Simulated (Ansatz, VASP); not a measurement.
**One calculation of Pd, two programs**

Contents of INCAR:

```
SYSTEM = Pd
  ALGO = Fast
  EDIFF = 1E-6
  ENCUT = 520
  GGA = PE
  ISIF = 2
  ISMEAR = 0
  LASPH = .True.
  LCHARG = .True.
  LELF = .True.
  LREAL = .False.
  LVHAR = .True.
  LWAVE = .False.
  NBANDS = 11
  NELM = 60
  PREC = Accurate
  SIGMA = 0.1
```

KPOINTS

```
k-points
0
Gamma
  18 18 18
  0 0 0
```

File POSCAR:

```
Pd
1.0
    0.0000000000      1.9907058526      1.9907058526
    1.9907058526      0.0000000000      1.9907058526
    1.9907058526      1.9907058526      0.0000000000
Pd
1
Direct
    0.0000000000      0.0000000000      0.0000000000
```

Input for Ansatz:

```yaml
crystal:
  lattice:
    - [0.0, 1.9907058526, 1.9907058526]
    - [1.9907058526, 0.0, 1.9907058526]
    - [1.9907058526, 1.9907058526, 0.0]
  atoms:
    - { symbol: Pd, position: [0.0, 0.0, 0.0] }
basis:
  ecutwfc: 420
kpoints:
  mp_grid: { grid: [18, 18, 18] }
hamiltonian:
  xc: pbe
scf:
  occupations: { method: gaussian, width: 0.1 }
output:
  forces: true
  stress: true
  eigenvalues: true
```

Alike in both runs: task single point; functional PBE; k mesh 18 × 18 × 18; occupations gaussian, width 0.1 eV; no spin polarisation.

|  | VASP | Ansatz |
| --- | --- | --- |
| version | VASP 6.6.1 | Ansatz 0.2.0 |
| potentials or method | VASP PAW PBE potentials, release 64 (Pd) | scalar-relativistic, plane waves, PAW |
| plane-wave cutoff (eV) | 520 | 420 |
| valence electrons in the cell | 10 | 18 |

Ansatz gave:

```
gap on the k mesh at the Fermi level (eV) : none
pressure (GPa)                            : -4.6
```

Task: Which values does VASP return?

Result: gap on the k mesh at the Fermi level (eV): none; pressure (GPa): -4.8.

A gap of «none» marks a metal or a gap that the smearing closes. The two sets of potentials don't hold the same shells in valence.
